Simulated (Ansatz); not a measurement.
# C: the cost of one run

Method: DFT PBE+D3(BJ), scalar-relativistic, plane waves, PAW, in Ansatz 0.2.0.

8 further runs of the same task are left out: 8 set aside as unsound or not needed.

### 1 The structure to begin with

Symmetry: P6/mmm, No. 191, hexagonal system. The conventional cell has a = 2.466 Å, b = 2.466 Å, c = 17.500 Å, α = 90.00°, β = 90.00°, γ = 120.00°. C (site symmetry 3m) is surrounded by 3 C at 1.42 Å.

As a file:

```cif
data_structure
_symmetry_space_group_name_H-M 'P6/mmm'
_symmetry_Int_Tables_number 191
_cell_length_a 2.4657
_cell_length_b 2.4657
_cell_length_c 17.5000
_cell_angle_alpha 90.000
_cell_angle_beta 90.000
_cell_angle_gamma 120.000
_cell_volume 92.14
loop_
_atom_site_label
_atom_site_type_symbol
_atom_site_symmetry_multiplicity
_atom_site_Wyckoff_symbol
_atom_site_fract_x
_atom_site_fract_y
_atom_site_fract_z
_atom_site_occupancy
C1 C 4 h 0.33333 0.66667 0.92257 1
```

This is the geometry of the first run shown, built on a cell relaxed beforehand with the same method.

### 2 The scan

Atoms count from 1 in the order of the input.

The upper layer of a bilayer is slid along a line and lifted, both layers rigid.

The axes are (1) slide of the upper layer along the long diagonal of the hexagonal surface cell, from C3 above C1: 6 values from 0.00 to 3.56 Å, periodic; (2) distance between the facing planes of atoms: 6 values from 2.71 to 4.51 Å.

Nothing else is relaxed. Energies count from the two layers apart. Points are written as (first, second).

### 3 Grid point (1.42 Å, 2.71 Å)

A dipole layer in the vacuum cancels the field that periodic copies would set up if the slab's two faces differ.

File input.yaml:

```yaml
crystal:
  lattice:
    - [2.4657005876, 0.0, 0.0]
    - [-1.2328502938, 2.135359347, 0.0]
    - [0.0, 0.0, 17.5]
  atoms:
    - { symbol: C, position: [0.3333333333, 0.6666666667, 0.2571428571] }
    - { symbol: C, position: [0.6666666667, 0.3333333333, 0.2571428571] }
    - { symbol: C, position: [0.6666666667, 0.3333333333, 0.412] }
    - { symbol: C, position: [0.3333333333, 0.6666666667, 0.412] }
basis:
  ecutwfc: 420
kpoints:
  mp_grid: { grid: [15, 15, 1] }
hamiltonian:
  xc: pbe
  pseudopotentials: { kind: paw, azcp: { folder: soft_1 } }
  dispersion: d3bj
scf:
  occupations: { method: gaussian, width: 0.1 }
output:
  forces: true
  eigenvalues: true
efield:
  axis: 3
  dipole_correction: true
  ramp_width: 0.04
```

Command:

```bash
> ansatz run input.yaml --threads 1 --pin off --max-ram 3072MiB --backend cpu --events-out ev --progress --plain --runs-dir out
```

What time and memory should one allow on 1 thread of Arm Neoverse N1, shared host?

About 6.8 s, with a peak of 0.31 GiB.
